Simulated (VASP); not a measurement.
The system is Ni.

```
Ni
1.0
    -1.38372    1.38372    1.38372
     1.38372   -1.38372    1.38372
     1.38372    1.38372   -1.38372
Ni
1
Direct
  0.00000 0.00000 0.00000
```

This isn't the form of Ni at room conditions, which is fcc.

Base run:

```yaml
Program: VASP 6.6.1
Functional: RPBE
Potentials_or_basis: VASP PAW PBE potentials, release 64 (Ni_GW)
Cutoff: 550 eV
k_mesh: 13 × 13 × 13
Occupations: gaussian, width 0.02 eV
Spin: collinear spin, ferromagnetic start
Starting_moments: "[1.0] μB"
```

Its results: band gap on the k mesh none (metal or under the smearing width); pressure 12.2 GPa; net moment 0.59 μB per cell; site moments Ni +0.59 μB.

Q: The run is repeated on the same cell with these changes: functional from RPBE to PBE; potentials or basis from VASP PAW PBE potentials, release 64 (Ni_GW) to VASP PAW PBE potentials, release 54 (Ni); cutoff from 550 eV to 520 eV. What comes out?

A: Band gap on the k mesh none (metal or under the smearing width); pressure 7.6 GPa; net moment 0.59 μB per cell; site moments Ni +0.60 μB.

Caveats: the PAW data sets were made with another functional, which shifts forces and pressure a little (some runs).
